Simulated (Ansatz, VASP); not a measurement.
# Two plane-wave programs on LiCl

```
CELL_PARAMETERS angstrom
3.21421 0.00000 0.00000
0.00000 3.21421 0.00000
0.00000 0.00000 3.27112
ATOMIC_POSITIONS crystal
Li 0.00000 0.00000 0.00000
Cl 0.50000 0.50000 0.50000
```

Change from the starting cell: biaxial_xy strain -1.7%.

Alike in both runs: task single point; functional r2SCAN; k mesh 8 × 8 × 8; no spin polarisation.

|  | VASP | Ansatz |
| --- | --- | --- |
| version | VASP 6.6.1 | Ansatz 0.2.0 |
| potentials or method | VASP PAW PBE potentials, release 64 (Li_sv, Cl) | plane waves, PAW |
| plane-wave cutoff (eV) | 520 | 500 |
| occupations | gaussian, width 0.01 eV | fixed |
| valence electrons in the cell | 10 | 10 |

Ansatz gave:

* gap on the k mesh at the Fermi level (eV): 5.34

Task: What did VASP give for the same quantities?

Result: gap on the k mesh at the Fermi level (eV): 5.49.

 A k mesh can miss the band edges.
